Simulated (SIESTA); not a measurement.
## GeS under changes of volume

One of the cells (20.535 Å³/atom); the others are scaled copies at fixed shape and fractional positions:

```
Ge S
1.0
    10.48100    0.00000    0.00000
     0.00000    3.64600    0.00000
     0.00000    0.00000    4.29900
Ge S
4 4
Direct
  0.87790 0.75000 0.87230
  0.62210 0.25000 0.37230
  0.37790 0.75000 0.62770
  0.12210 0.25000 0.12770
  0.15050 0.75000 0.49770
  0.34950 0.25000 0.99770
  0.65050 0.75000 0.00230
  0.84950 0.25000 0.50230
```

* Program: SIESTA 5.4.2
* Functional: PBEsol
* Potentials or basis: PseudoDojo 0.4 standard (PBEsol files)
* Basis: DZP (energy shift 0.003 Ry; two zetas on semicore shells)
* Grid cutoff: 800 Ry
* Energy shift: 0.003 Ry
* k mesh: 2 × 5 × 4
* Occupations: fermi-dirac, width 0.05 eV
* Spin: no spin polarisation

```csv
volume (Å³/atom),energy over the lowest point (meV/atom),pressure (GPa),gap on the mesh (eV),largest force (eV/Å)
19.303,22.91,5.5,0.82,0.918
19.714,11.14,3.7,0.87,0.757
20.124,3.66,2.1,0.92,0.595
20.535,0.07,0.7,0.97,0.433
20.946,0.00,-0.6,1.01,0.307
21.357,?,?,?,?
21.767,9.22,-2.9,1.09,0.071
```

Question: What does the run at 21.357 Å³/atom give?

Answer: Energy over the lowest point 3.16 meV/atom; pressure -1.8 GPa; gap on the mesh 1.05 eV; largest force 0.164 eV/Å.

Worked out: A Birch-Murnaghan fit of order 3 (a polynomial in V^(-2/3)) to the other rows has its minimum at 20.75 Å³/atom with B0 = V·E''(V) = 66 GPa and B' = 3.8 at fixed shape and positions, which overstates the stiffness. It gives 3.16 meV/atom at 21.357 Å³/atom, against the run's 3.16, and -dE/dV = -1.8 GPa, against -1.8. A straight line through the other rows of the gap, of slope 2.26 eV per unit of ln V (its deformation potential), gives 1.05 eV, against the run's 1.05.

Energies are extrapolated to zero smearing.

Caveats: an odd mesh through Γ misses points on the zone boundary, where band edges often lie; the basis of atomic orbitals isn't converged, which shifts pressures, moduli and gaps. Spin-orbit coupling on Ge is left out.
